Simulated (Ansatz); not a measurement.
Wires are cut from relaxed bulk SiGe (P6_3mc, 21.22 Å³/atom, gap on the mesh 0.35 eV); atoms and period are relaxed, and energies count from that bulk.

All numbers below come from Ansatz 0.2.0, DFT PBEsol, scalar-relativistic, plane waves, PAW.

Cutoff 420 eV, Gaussian smearing of 0.05 eV, energies at zero smearing, symmetry of each start kept, collinear spin where a moment is listed.

```json
{"start": "[001] wire, 8 host atoms a period", "atoms": "8", "k mesh": "1×1×5", "excess energy (eV per host atom)": "0.944", "line energy (eV/Å)": "1.146", "period (Å)": "6.588", "gap on the mesh (eV)": "0", "highest filled level or Fermi level under vacuum (eV)": "4.43", "size of the moment (μB per cell)": "0.80"}
{"start": "[001] wire, 12 host atoms a period*", "atoms": "12", "k mesh": "1×1×5", "excess energy (eV per host atom)": "0.691", "line energy (eV/Å)": "1.615", "period (Å)": "5.137", "gap on the mesh (eV)": "0.39", "highest filled level or Fermi level under vacuum (eV)": "-", "size of the moment (μB per cell)": "0.00"}
```

A dash: not computed, or not clear enough to read.

* ends far from its start.

The gap is read on a mesh, which can miss the band edges, so it can be too wide.

Each run keeps its start's symmetry and one magnetic start, so lower states can exist.

Cost: 2 runs of about 45 core-minutes in all, on Intel Xeon 6975P-C (Granite Rapids) (shared hosts).